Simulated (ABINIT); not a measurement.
# Predicting one run from its neighbours: the energy against the mesh, ZnTe (R3m, 2 atoms in the cell)

```
ZnTe
1.0
    0.00000     3.04085     3.04085
    3.04085     0.00000     3.04085
    3.04085     3.04085     0.00000
Zn Te
1 1
Direct
  0.00475   0.00475   0.00475
  0.25000   0.25000   0.25000
```

Method of the run: PBE, PAW (JTH v2.0 PBE PAW) (plane waves; ABINIT).

Base settings: pseudos = [Zn.GGA_PBE-JTH.xml, Te.GGA_PBE-JTH.xml]; ecut = 30 Ha; pawecutdg = 60 Ha; pawxcdev = 0; ixc = 11; occopt = 3; tsmear = 0.00183747 Ha; ngkpt = 3 3 3; nshiftk = 1; shiftk = 0 0 0.

The last step of the ladder, which sets the zero, is ngkpt = 18 18 18.

The starting cell has typed, rounded lattice constants, without a prior relaxation at this level. Its lattice was rescaled by up to half a per cent. One atom was moved a little off its site on purpose.

In a gapped crystal the sum over the mesh converges exponentially with the size of the supercell that the mesh stands for: ln(ΔF) = a + b·N.

| ngkpt | divisions along the first axis | F less the last step's (meV/atom) | ln of it |
|---|---|---|---|
| 4 4 4 | 4 | 45.17 | 3.810 |
| 5 5 5 | 5 | 13.67 | 2.615 |
| 6 6 6 | 6 | 4.60 | 1.526 |
| 7 7 7 | 7 | ? | ? |
| 8 8 8 | 8 | 0.65 | -0.431 |

Q: Fit the line to the 4 rows given and predict the withheld one.

A: Means: x̄ = 5.7500, ȳ = 1.8800. Σ(x − x̄)(y − ȳ) = -9.217 and Σ(x − x̄)² = 8.750, so b = -1.053 and a = ȳ − b·x̄ = 7.9347; each further division cuts the miss by a factor of 2.9. The largest residual of the fitted rows is 0.091. At x = 7 the line gives 0.564, that is 1.76 meV/atom. The run gave 1.67 meV/atom, a miss of 0.09 meV/atom (5 %). The table is a window of a longer ladder. The rows were chosen because the form fits them, the withheld one included, so this shows the method and is no test of the form.

Left out of this page: 5 runs of the series outside the window shown, repeating another row's setting, or not comparable.
